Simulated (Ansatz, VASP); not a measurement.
# Zr3Au in two plane-wave programs, part 2 of 2

One calculation is typed for both programs; each brings its own data sets. How far apart do they land? The cell is taken from a series of runs on this material, whose earlier steps may have relaxed, scaled, displaced or heated it; both programs get it as it stands.

VASP 6.6.1 and Ansatz 0.2.0.

So far: The starting structure; VASP: relaxation of cell and atoms, r2SCAN with rVV10.

### Step 3. Ansatz: relaxation of cell and atoms, r2SCAN with rVV10

Level of this step: Ansatz beside VASP: Kohn-Sham DFT, plane waves, r2SCAN with rVV10 (Ansatz).

Ansatz runs on its default PAW (the set named soft_2) files.

The same cell, functional, mesh and smearing now go to Ansatz, which takes its cutoff from its data sets.

Contents of input.yaml:

```yaml
crystal:
  lattice:
    - [5.486, 0.0, 0.0]
    - [0.0, 5.486, 0.0]
    - [0.0, 0.0, 5.486]
  atoms:
    - { symbol: Zr, position: [0.25, 0.0, 0.5] }
    - { symbol: Zr, position: [0.5, 0.75, 0.0] }
    - { symbol: Zr, position: [0.75, 0.0, 0.5] }
    - { symbol: Zr, position: [0.5, 0.25, 0.0] }
    - { symbol: Zr, position: [0.0, 0.5, 0.75] }
    - { symbol: Zr, position: [0.0, 0.5, 0.25] }
    - { symbol: Au, position: [0.0, 0.0, 0.0] }
    - { symbol: Au, position: [0.5, 0.5, 0.5] }
kpoints:
  mp_grid: { grid: [6, 6, 6] }
hamiltonian:
  xc: r2scan
  dispersion: rvv10
scf:
  occupations: { method: gaussian, width: 0.1 }
output:
  forces: true
  stress: true
  eigenvalues: true
relax:
  adjacent_minimum: "off"
  f_tol: 0.005
  max_steps: 60
  cell: { stress_tol: 0.03 }
```

On the command line:

```bash
> ansatz run input.yaml --threads 4 --pin off --max-ram 16384MiB --backend cpu --events-out ev --progress --plain --runs-dir out
```

Numbers of over 12 decimals in the logs are rounded to 6 here.

What it wrote:

```text
Engine: ansatz 0.2.0, x86_64-unknown-linux-gnu
Pseudopotentials: kind: paw
Pseudopotential: Zr, paw, valence charge 12, recommended cutoff 500 eV (meta_gga), Zr.paw.azcp
Pseudopotential: Au, paw, valence charge 19, recommended cutoff 500 eV (meta_gga), Au.paw.azcp
Functional definition: r2SCAN+rVV10
  parameter k0 = 0.174
  parameter k1 = 0.065
  parameter a1 = 4.9479
  exchange = r2scan_x(k0 = k0, k1 = k1, a1 = a1)
  correlation = r2scan_c + rvv10(11.95, 0.0093)
Crystal: 8 atoms, lattice volume = 165.108 Å³
Basis set: ecut = 500 eV, 4169 PW (Γ), exchange–correlation on 180×180×180 points (64 copies of the dense FFT grid, shifted against one another)
Bands: 66, of which v1, the nominal top of the filled ones, is band 55 counted from 1 (54 counted from 0)
Symmetry: 48 space group operations
Space group: Pm-3n (ITA 223), of the structure as read, at distance tolerance 5.5e-5 Å
k-points: 20 of 216
Non-local potential: Zr, projectors of the file, l = 0: 3, l = 1: 2, l = 2: 2, l = 3: 2
Non-local potential: Au, projectors of the file, l = 0: 3, l = 1: 2, l = 2: 2, l = 3: 1
PAW form: soft (Blöchl's): semilocal exchange-correlation on the pseudo side does not see the compensation charge
rVV10 density: all electrons in the spheres
PAW frozen core: Zr, regenerated for the run's functional (the file was generated under x = pbe(κ = 0.804, μ = 0.219515), c = pbe(β = 0.066725))
PAW frozen core: Au, regenerated for the run's functional (the file was generated under x = pbe(κ = 0.804, μ = 0.219515), c = pbe(β = 0.066725))
PAW one-centre angular grid: Zr, 590 points (default); XC on 160 Gauss nodes
PAW one-centre angular grid: Au, 590 points (default); XC on 160 Gauss nodes
Initial density: superposition of atomic densities (neutral atoms: chi_scale 0, normalization atom), corrected by the library's trained network
Initial wavefunctions: pseudopotential atomic-orbital guess
Functional: x = r2scan, c = r2scan + rvv10(b = 11.95, C = 0.0093); τ floored in thin density (d = 2e-4 eV/Å³)
SCF iter   1: F=—  HF=-51485.309852 eV  |F-HF|=—  |Δ(HF+E_count)|=         —  Δρ=1.03e-2  dr2=2.77e-1  dr2_τ=8.13e-2  ethr=1.77e-3  ⟨swp⟩=4.6  Hψ=4194  notcnv=0
preconditioner: auto → Kerker (q_TF=auto, 2.550 Å⁻¹)  [metal: Δε(μ)=0.017 eV  Ē_g=5.201 eV  σ=0.100 eV  W_gap=0.10  n_scr=32 (ndim 8)  ℏωp=19.6 eV  f_vac=0.000  D(μ)=7.11/eV (n_scr^D=56)]
SCF iter   2: F=—  HF=-51485.541026 eV  |F-HF|=—  |Δ(HF+E_count)|=   2.31e-1  Δρ=6.07e-3  dr2=7.32e-2  dr2_τ=5.13e-3  ethr=2.52e-4  ⟨swp⟩=2.7  Hψ=2562  notcnv=0  defer=76
SCF iter   3: F=—  HF=-51485.544418 eV  |F-HF|=—  |Δ(HF+E_count)|=   3.39e-3  Δρ=1.95e-3  dr2=7.11e-3  dr2_τ=8.40e-4  ethr=6.66e-5  ⟨swp⟩=2.6  Hψ=1908  notcnv=0  defer=76
SCF iter   4: F=—  HF=-51485.545709 eV  |F-HF|=—  |Δ(HF+E_count)|=   1.29e-3  Δρ=4.95e-4  dr2=3.07e-4  dr2_τ=2.54e-5  ethr=6.47e-6  ⟨swp⟩=2.1  Hψ=1755  notcnv=0  defer=76
SCF iter   5: F=—  HF=-51485.545867 eV  |F-HF|=—  |Δ(HF+E_count)|=   1.59e-4  Δρ=1.20e-4  dr2=2.86e-5  dr2_τ=2.60e-6  ethr=2.79e-7  ⟨swp⟩=2.1  Hψ=1931  notcnv=0  defer=76
SCF iter   6: F=—  HF=-51485.545752 eV  |F-HF|=—  |Δ(HF+E_count)|=   1.16e-4  Δρ=3.56e-5  dr2=2.73e-6  dr2_τ=2.00e-7  ethr=2.60e-8  ⟨swp⟩=2.0  Hψ=1782  notcnv=0  defer=76
SCF iter   7: F=—  HF=-51485.545752 eV  |F-HF|=—  |Δ(HF+E_count)|=   6.65e-7  Δρ=9.97e-6  dr2=2.19e-7  dr2_τ=5.74e-9  ethr=2.48e-9  ⟨swp⟩=2.1  Hψ=1793  notcnv=0  defer=76
SCF iter   8: F=-51485.545752 eV  HF=-51485.545752 eV  |F-HF|=1.00e-8  |Δ(HF+E_count)|=   5.75e-8  Δρ=2.21e-6  dr2=1.53e-8  dr2_τ=1.63e-9  ethr=9.09e-11  ⟨swp⟩=10.0  Hψ=4890  notcnv=0
SCF 1 converged in 8 iterations: F = -51485.545752 eV  dr2 = 1.53e-8
  greatest PAW one-centre occupation: 1.003 electrons in one spin orbital (limit 2), on the Au atom at site 7 (counted from 0), in its partial waves of l = 0
relax step   1: F+E_penalty+E_count = -51485.54575224 eV  Δ(F+E_penalty+E_count) = +0.000e0 eV  max|allowed force component| = 1.966e-17 eV/Å  Δτ_max = 0.0000 Å  P = +0.104 GPa  Ω = 165.108 Å³  (8 SCF iters, dr2 threshold 1.00e-7 eV, accepted)
[...]
relax step   3: F+E_penalty+E_count = -51485.54571802 eV  Δ(F+E_penalty+E_count) = +3.422e-5 eV  max|allowed force component| = 4.631e-17 eV/Å  Δτ_max = 0.0000 Å  P = -0.000 GPa  Ω = 165.242 Å³  energy of the carried Pulay correction = -7.737e-5 eV  (8 SCF iters, accepted)
[...]
relax step   4: F+E_penalty+E_count = -51485.54581813 eV  Δ(F+E_penalty+E_count) = -1.001e-4 eV  max|allowed force component| = 5.067e-17 eV/Å  Δτ_max = 0.0000 Å  P = -0.000 GPa  Ω = 165.242 Å³  stress off target by 2.28e-4 GPa  SCF on the basis re-selected at this cell (its energy is not comparable with the rows above)  (4 SCF iters)
basis re-selected at this cell: Δ(F+E_penalty+E_count) = -1.001e-4 eV, ΔP = +0.000 GPa vs the last step (what re-selecting the basis moved, of the pressure what is left beyond the Pulay correction that the steps carried, after the strain that the cell walked since its last selection, with what the two solves' SCF thresholds leave and, on support functions, any second-order correction that the steps lacked; it is no m [...]
SCF converged after 4 iterations
Free energy (F): -51485.545818 eV
Harris-Foulkes:  -51485.545818 eV  (|F-HF|=0.00e0)
Internal energy: -51485.511362 eV  (E = F + TS)
E sigma→0 (E₀):  -51485.528590 eV
Entropy (-TS):   -0.034456 eV (-4.307 meV/atom)
Fermi energy:    15.957275 eV
--- Per-component energies (eV) ---
  E_band       = -1129.189968
  E_kinetic    = 3204.218945
  E_local      = -7937.058046  (includes V_loc(G=0)·N_el)
  E_nonlocal   = 620.132199
  E_hartree    = 2989.329509
  E_xc         = -1359.606290
  E_vxc        = -1886.738422  (∫ρ·V_xc dr)
  E_paw        = -37281.494524  (= ΣΔE_a)
  E_vpaw       = -1226.776134  (= ΣTr[D̂ρ^β])
  E_aug_tail   = 0.001073  (compensation charges beyond the density's cutoff)
  E_vtau       = 118.371282  (kinetic-family band-sum trace: ∫τ·v_τ [+ j·A + Jᵃ·Aᵃ] dr)
  E_ewald      = -11719.693130
  E_core_change = -1.341097  (= ΣΔE_core)
  E_smearing   = -0.034456  (= −TS)
  E_closure    = -0.000000  (closes the sum)
  Σ components = -51485.545818   (vs F -51485.545818, Δ=0.00e0)
--- Forces (eV/Å), atoms counted from 1 ---
  atom   1  Zr    -0.00000000    -0.00000000     0.00000000
  atom   2  Zr    -0.00000000    -0.00000000    -0.00000000
  atom   3  Zr     0.00000000     0.00000000    -0.00000000
  atom   4  Zr     0.00000000     0.00000000     0.00000000
  atom   5  Zr     0.00000000     0.00000000     0.00000000
  atom   6  Zr    -0.00000000    -0.00000000    -0.00000000
  atom   7  Au     0.00000000    -0.00000000    -0.00000000
  atom   8  Au     0.00000000     0.00000000     0.00000000
  max |Σ_I F_I| component: 3.59e-17 eV/Å
--- Stress (GPa, compression-positive) ---
       -0.000228      -0.000000      -0.000000
       -0.000000      -0.000228      -0.000000
       -0.000000      -0.000000      -0.000228
  P = ⅓ Tr σ = -0.0002 GPa (-0.002 kbar)
--- Band table (eV; the first three rows and the last of 20) ---
  k-point 0: bands = [... 51 lower, 14.7575, 14.7575, 15.2346, 15.2346, 15.2346, 15.5042, 16.9948, 16.9948, ... 7 higher]
  k-point 1: bands = [... 51 lower, 14.9321, 15.1798, 15.2224, 15.2650, 15.2650, 15.6563, 17.0023, 17.0858, ... 7 higher]
  k-point 2: bands = [... 51 lower, 15.1124, 15.3341, 15.6098, 15.6098, 15.9417, 16.0528, 16.9100, 16.9701, ... 7 higher]
  k-point 19: bands = [... 51 lower, 15.7184, 15.7184, 15.7184, 15.7184, 15.7184, 17.6808, 17.6808, 17.6808, ... 7 higher]
--- Relaxed structure (3 steps of the walk, 2 accepted, 1 SCFs on fresh bases) ---
  F+E_penalty+E_count = -51485.54581813 eV   max|allowed force component| = 5.067e-17 eV/Å   (the final SCF, on the basis selected at the relaxed cell)
  cell:  # Å, volume = 165.2416 Å³
    - [5.487483, 0, 0]
    - [0, 5.487483, 0.0]
    - [0, 0.0, 5.487483]
  atoms:
    - { symbol: Zr, position: [0.25, 0, 0.5] }
    - { symbol: Zr, position: [0.5, 0.750000, 0] }
    - { symbol: Zr, position: [0.750000, 0, 0.5] }
    - { symbol: Zr, position: [0.5, 0.25, 0] }
    - { symbol: Zr, position: [0, 0.5, 0.750000] }
    - { symbol: Zr, position: [0, 0.5, 0.25] }
    - { symbol: Au, position: [0, 0, 0.0] }
    - { symbol: Au, position: [0.5, 0.5, 0.5] }
```

### Step 4. Differences

Known differences besides the potentials themselves: VASP keeps PBE cores, Ansatz makes them for the functional; the data sets hold 110 valence electrons in Ansatz (on its default PAW (the set named soft_2) files) and 94 in VASP; the cutoff is 500 eV in Ansatz and 550 eV in VASP; Ansatz adds a Pulay correction to the stress that steers its cell, VASP none. Total energies have different zeros and are not compared.

Both answers:

| quantity | Ansatz | VASP | difference |
| --- | --- | --- | --- |
| volume (Å³) | 165.24 | 165.62 | -0.23 % |
| edge a after relaxation, in the typed setting (Å) | 5.487 | 5.492 | -0.08 % |

### Step 5. What came out

```json
{
 "difference in volume (relaxation of cell and atoms, r2SCAN with rVV10)": "-0.23 %"
}
```

What this shows: The difference in volume is -0.23 % (relaxation of cell and atoms, r2SCAN with rVV10), within the 1.2 % picked in this series as the mark of a large difference, as far as the stopping tolerances let one tell. The data sets hold unlike numbers of valence electrons (110 in Ansatz and 94 in VASP), so part of the differences comes from the potentials. How closely two codes agree says nothing of how well the functional describes the real material.

[Lines on the potential files, build, host, timing and source positions are cut from VASP's logs without a mark.]

[Logs are printed without paths, hosts, clocks, repeated set-up lines and the standing remarks that a program may print on its own settings, such as how far it seeks lower states.]

[Hosts, paths, dates, database ids (printed as entryN), source tags and the programs' standing remarks are cut or masked in the printed files.]
